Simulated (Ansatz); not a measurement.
Relaxation of SiO₂

Computed with DFT PBE, scalar-relativistic, plane waves, PAW in Ansatz 0.2.0. (420 eV cutoff, 6×6×6 k-mesh, Gaussian smearing of 0.02 eV, no spin polarisation)

What was changed: relaxed at 30 GPa.

Other phases may be more stable at this pressure.

Command:

```bash
ansatz run input.yaml --threads 2 --pin off --max-ram 5120MiB --backend cpu --events-out ev --progress --plain --runs-dir out
```

Input:

```yaml
crystal:
  lattice:
    - [0.0, 4.4307454111, 7.0763584354]
    - [2.2184662796, 0.0, 7.0763584354]
    - [2.2184662796, 4.4307454111, 0.0]
  atoms:
    - { symbol: Si, position: [0.5613490632, 0.5613490632, 0.9386509368] }
    - { symbol: Si, position: [0.3113490632, 0.3113490632, 0.6886509368] }
    - { symbol: Si, position: [0.6886509368, 0.6886509368, 0.3113490632] }
    - { symbol: Si, position: [0.9386509368, 0.9386509368, 0.5613490632] }
    - { symbol: O, position: [0.625, 0.125, 0.625] }
    - { symbol: O, position: [0.625, 0.625, 0.125] }
    - { symbol: O, position: [0.625, 0.625, 0.625] }
    - { symbol: O, position: [0.125, 0.625, 0.625] }
    - { symbol: O, position: [0.1726202285, 0.8273797715, 0.1726202285] }
    - { symbol: O, position: [0.8273797715, 0.1726202285, 0.8273797715] }
    - { symbol: O, position: [0.4226202285, 0.0773797715, 0.4226202285] }
    - { symbol: O, position: [0.0773797715, 0.4226202285, 0.0773797715] }
basis:
  ecutwfc: 420
kpoints:
  mp_grid: { grid: [6, 6, 6] }
hamiltonian:
  xc: pbe
scf:
  occupations: { method: gaussian, width: 0.02 }
output:
  forces: true
  stress: true
  eigenvalues: true
relax:
  adjacent_minimum: "off"
  f_tol: 0.008
  max_steps: 50
  cell: { stress_tol: 0.08, p_target: 30.0 }
```

F is the free energy. Steps run on the plane waves of an earlier cell, but the last one, and at times one on the way, on a freshly chosen basis, so a repeated geometry can differ a little in energy. The relaxation lowers the enthalpy F + PV at the target pressure, so F itself can rise.

Steps:

```
step F − F(1) (eV) largest force component (eV/Å) V (Å³/atom) P (GPa)
   1         0.0000                           1.383       11.593    36.70
   2        -0.2698                           1.012       11.666    33.26
   3        -0.3345                           0.153       11.630    28.81
   4        -0.2106                           0.169       11.566    29.55
   5        -0.0773                           0.089       11.502    30.02
   6        -0.0621                           0.009       11.494    29.97
   7        -0.0535                           0.001       11.490    29.99
   8        -0.0533                           0.001       11.490    29.97
   9        -0.0180                           0.000       11.473    30.02
  10        -0.0176                           0.000       11.473    30.01
  11        -0.0108                           0.004       11.470    29.93
  12        -0.0037                           0.000       11.467    30.00
  13        -0.0034                           0.000       11.467    30.00
```

Relaxed structure:

```
CELL_PARAMETERS angstrom
0.00000 4.37457 7.32410
2.14731 0.00000 7.32410
2.14731 4.37457 0.00000
ATOMIC_POSITIONS crystal
Si 0.56018 0.56018 0.93982
Si 0.31018 0.31018 0.68982
Si 0.68982 0.68982 0.31018
Si 0.93982 0.93982 0.56018
O 0.62500 0.12500 0.62500
O 0.62500 0.62500 0.12500
O 0.62500 0.62500 0.62500
O 0.12500 0.62500 0.62500
O 0.16085 0.83915 0.16085
O 0.83915 0.16085 0.83915
O 0.41085 0.08915 0.41085
O 0.08915 0.41085 0.08915
```

It takes space group Fddd (No. 70, orthorhombic). The conventional cell has a = 4.295 Å, b = 8.749 Å, c = 14.648 Å, α = 90.00°, β = 90.00°, γ = 90.00°. Si (site symmetry 2) is surrounded by 4 O at 1.54 to 1.59 Å. O (site symmetry -1) is surrounded by 2 Si at 1.54 Å. Around O (site symmetry 2) lie 2 Si at 1.59 Å.

The run converged. The run took 2.5 min on 2 threads of Arm Neoverse V1, with other jobs on the host, peak memory 0.58 GiB.